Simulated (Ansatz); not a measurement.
H started on an O site in rocksalt MgO, 64 atoms, charge −1

All numbers come from Ansatz (PAW, plane waves, no spin–orbit coupling) at the single k point (¼, ¼, ¼) without its symmetry partners. The atoms were relaxed with PBEsol in a fixed cell; other functionals are single points on those atoms unless said otherwise. The valence top and gap of the host come from its small cell on a dense mesh, with the band extrema sought between the mesh points, lined up by the mean potential, PBEsol gap 4.62 eV, HSE06 gap 6.46 eV. The charge correction uses an assumed dielectric constant of 9.8.

Cell: a = 8.429 Å, b = 8.429 Å, c = 8.429 Å, α = 90.00°, β = 90.00°, γ = 90.00°.

Nearest atoms after relaxation, from the placed atom (for vacancies from the middle of the vacant sites): Mg at 1.74 Å, Mg at 1.74 Å, Mg at 1.74 Å, O at 2.19 Å, O at 2.19 Å, O at 2.19 Å, Mg at 2.20 Å, Mg at 3.11 Å.

Chemical potentials μ are those of reference phases of the elements at zero temperature by the same functional (the usual solids, diamond for C, grey Sn, and the molecules H2, N2, O2, F2, Cl2, Br2 and S8).

```tsv
functional	E(defect) − E(host) − Σ nμ + q·E_VBM (eV)	monopole (eV)	alignment (eV)	formation energy at E_F = VBM (eV)	moment (μB)	wall time, shared host
PBEsol	12.65	0.25	0.16	13.06	0 (no spin)	39 s (relaxation)
```

(1) Estimate the formation energy and moment that HSE06 gives on these atoms.

(2) How does the monopole term follow by hand for this cubic cell?

HSE06 one-electron levels near the gap (the ten most localised at most), from the host's valence top, not corrected for the charge's images:

| level (eV) | spin | filling | atoms sharing it | element of the atom with most weight |
| --- | --- | --- | --- | --- |
| 1.08 | both | 2.00 | 5.8 | H |
| 5.01 | both | 2.00 | 9.8 | H |

All elements are taken at their own reference at once; growth conditions in equilibrium with the host shift these energies, by up to the host's formation enthalpy.

One k point and a cell of this size can leave errors of several tenths of an eV in such numbers.

Results:

(1) 14.61 eV at E_F = VBM (14.19 eV before the monopole term 0.25 eV and the alignment 0.17 eV), moment 0 (no spin).

(2) q²·α·e²/(4πε₀)/(2εL) with the Madelung constant α = 2.837 and e²/4πε₀ = 14.40 eV·Å: 1 × 2.837 × 14.40 / (2 × 9.8 × 8.429) = 0.25 eV.
